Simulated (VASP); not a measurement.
Input of a VASP 6.6.1 run:

INCAR

```
SYSTEM = Al
PREC     = Accurate       ! precision mode
ENCUT    = 520            ! plane-wave cutoff, eV
EDIFF    = 0.05           ! SCF threshold, eV
ISMEAR   = 0              ! smearing method
SIGMA    = 0.1            ! smearing width, eV
LREAL    = .FALSE.        ! projectors in reciprocal space
LASPH    = .TRUE.         ! aspherical terms in the spheres
NELM     = 100            ! most SCF steps
ALGO     = Fast           ! electronic algorithm
ISIF     = 3              ! what is computed and relaxed
LWAVE    = .FALSE.        ! write WAVECAR
LCHARG   = .FALSE.        ! write CHGCAR
GGA      = PE             ! functional
IBRION   = 2              ! ionic algorithm
NSW      = 80             ! ionic steps
EDIFFG   = -0.002         ! ionic threshold
```

Contents of KPOINTS:

```
Automatic mesh
0
G
  18 18 18
  0 0 0
```

Contents of POSCAR:

```
Al
1.0
    0.0000000000      2.0248050000      2.0248050000
    2.0248050000      0.0000000000      2.0248050000
    2.0248050000      2.0248050000      0.0000000000
Al
1
Direct
    0.0000000000      0.0000000000      0.0000000000
```

Potentials or basis: VASP PAW PBE potentials, release 64 (Al).

Command:

```bash
$ cat potpaw_PBE.64/Al/POTCAR > POTCAR
$ mpirun -np 1 vasp_std > vasp.out
```

Q: What does it give for the relaxed cell?

A: a = 2.857 Å, b = 2.857 Å, c = 2.857 Å, α = 60.00°, β = 60.00°, γ = 60.00°.

Q: Predict the relaxed volume.

A: 16.50 Å³/atom.

Q: Estimate the space group after relaxing (to 0.05 Å).

A: Fm-3m (No. 225).

Q: Predict the band gap on the k mesh.

A: None (metal or under the smearing width).

Final structure:
```yaml
crystal:
  lattice:
    - [0.00000, 2.02045, 2.02045]
    - [2.02045, 0.00000, 2.02045]
    - [2.02045, 2.02045, 0.00000]
  atoms:
    - { symbol: Al, position: [0.00000, 0.00000, 0.00000] }
```
